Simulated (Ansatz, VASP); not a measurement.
**NaCl: VASP beside Ansatz**

```
Na Cl
1.0
     2.50917    2.50917    0.00000
    -2.50917    2.50917    0.00000
     0.00000    2.50917    2.50917
Na Cl
1 1
Direct
  0.00000 0.00000 0.00000
  0.50000 0.50000 0.00000
```

Alike in both runs: functional LDA; k mesh 8 × 8 × 8; no spin polarisation.

Ansatz relaxed the structure, and its values are those at the end. VASP's run is a single point on that final structure, the one shown.

|  | VASP | Ansatz |
| --- | --- | --- |
| version | VASP 6.6.1 | Ansatz 0.2.0 |
| potentials or method | VASP PAW LDA potentials, release 64 (Na_pv, Cl) | PAW with Ansatz's default frozen-core files, scalar-relativistic |
| plane-wave cutoff (eV) | 520 | 420 |
| occupations | gaussian, width 0.01 eV | fixed |
| valence electrons in the cell | 14 | 16 |

```csv
,VASP,Ansatz,Ansatz less VASP
pressure (GPa),15.1,15.0,-0.12
```

The two sets of potentials don't hold the same shells in valence.

Caveats: so large a pressure means that the cell lies far from this level's equilibrium, or that cutoff or potentials fall short (VASP).
